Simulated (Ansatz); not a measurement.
Runs of Ansatz 0.2.0 on Br. It takes space group I4/mmm (No. 139, tetragonal). The conventional cell has a = 2.847 Å, b = 2.847 Å, c = 7.155 Å, α = 90.00°, β = 90.00°, γ = 90.00°. Br (site symmetry 4/mmm) has 4 Br at 2.85 Å as nearest neighbours. 

| task | level | potentials or basis | spin | k mesh | cutoff (eV) | smearing | points for each segment of the path | broadening | other keys | mesh quality | gap on the mesh (eV) | pressure (GPa) |
| --- | --- | --- | --- | --- | --- | --- | --- | --- | --- | --- | --- | --- |
| ladder of functionals | BLYP+D4 | Ansatz NC | off | 13 × 13 × 13 | 626 | gaussian 0.025 eV | - | - | - | not flagged | none | 1.4 |
| band structure | m-r2SCAN | Ansatz PAW | collinear, ferromagnetic start | 13 × 13 × 13 | 500 | fermi-dirac 0.025 eV | 14 | - | scf.eigensolver.kind = davidson; scf.initial_density.chi_scale = 0.1; … | not flagged | none | 0.5 |
| optical spectrum | r2SCAN+rVV10 | Ansatz PAW | SOC, no magnetisation | 13 × 13 × 13 | 500 | tetrahedron | - | 0.05 eV | - | not flagged | none | - |
| single point | HSEsol | PseudoDojo stringent (PBEsol files) | off | 7 × 7 × 7 | 1034 | gaussian 0.02 eV | - | - | - | coarse | none | -2.0 |
| single point | m-r2SCAN | PseudoDojo standard (PBE files) | off | 13 × 13 × 13 | 626 | methfessel-paxton 0.1 eV | - | - | - | not flagged | none | (a) |

Alike in all rows: cell as given.

Q: Estimate the missing entries.

A: (a) 0.0.

Caveats: some runs use coarse meshes; the potentials were made for another functional, which shifts forces and pressure (some runs); an odd number of electrons without spin polarisation forces a metal (some runs); a magnetic or distorted state may lie lower (some runs); pairwise dispersion overbinds metals, which lowers pressure and volume (some runs); the PAW data sets come from PBE, with cores solved anew for the run's functional, which leaves a small shift of forces and pressure (some runs); the starting moments weren't kept (some runs); the thresholds are loose for stress (some runs).

A k mesh can miss the band edges, and rows without SOC leave out spin-orbit coupling on Br.

A gap of «none» marks a metal or a gap under the smearing width.

The runs don't all hold the same shells in valence.

Runs at the PBE level aren't shown here.
